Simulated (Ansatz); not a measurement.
Crystal: CuO.

```
CELL_PARAMETERS angstrom
0.00000 -2.11656 -2.11656
-2.11656 0.00000 -2.11656
2.11656 2.11656 -4.23312
ATOMIC_POSITIONS crystal
Cu 0.50389 0.47699 0.48801
Cu 0.00389 0.97699 0.98801
O 0.74611 0.77301 0.76199
O 0.24611 0.27301 0.26199
```

The cell comes from a database or a generator and needn't be the stable form of this composition.

The cell isn't the ideal one: all O atoms moved 0.2 Å in one direction.

* Program: Ansatz 0.2.0
* Task: relaxation of cell and atoms
* Functional: PBE
* Potentials or basis: SSSP efficiency PAW
* Cutoff: 1225 eV
* Density cutoff: 12245 eV
* k mesh: 10 × 10 × 6
* Occupations: fermi-dirac, width 0.05 eV
* Spin: no spin polarisation

At the start: volume 9.48 Å³/atom.

Where does the relaxation end?

It ends after 6 steps and the volume is 9.56 Å³/atom (+0.8 %); space group Fm-3m (No. 225, to 0.05 Å).

Step by step:
```tsv
step	energy change (eV)	largest force (eV/Å)	volume (Å³)
1	0.0000	1.2138	37.93
2	-0.0768	0.9674	38.23
3	-0.2347	0.0120	38.22
4	-0.2350	0.0043	38.23
5	-0.2351	0.0001	38.24
6	-0.2351	0.0001	38.24
```

Final structure:
```
Cu O
1.0
     0.00041   -2.12423   -2.11846
    -2.12322    0.00014   -2.11820
     2.12507    2.12529   -4.23840
Cu O
2 2
Direct
  0.50000 0.50000 0.50000
  0.00000 0.00000 0.00000
  0.75000 0.75000 0.75000
  0.25000 0.25000 0.25000
```

Caveat: the plane-wave basis is chosen anew once the cell has moved, so the energies of steps on either side of that aren't comparable; the run has no spin polarisation, though such a crystal can be magnetic.
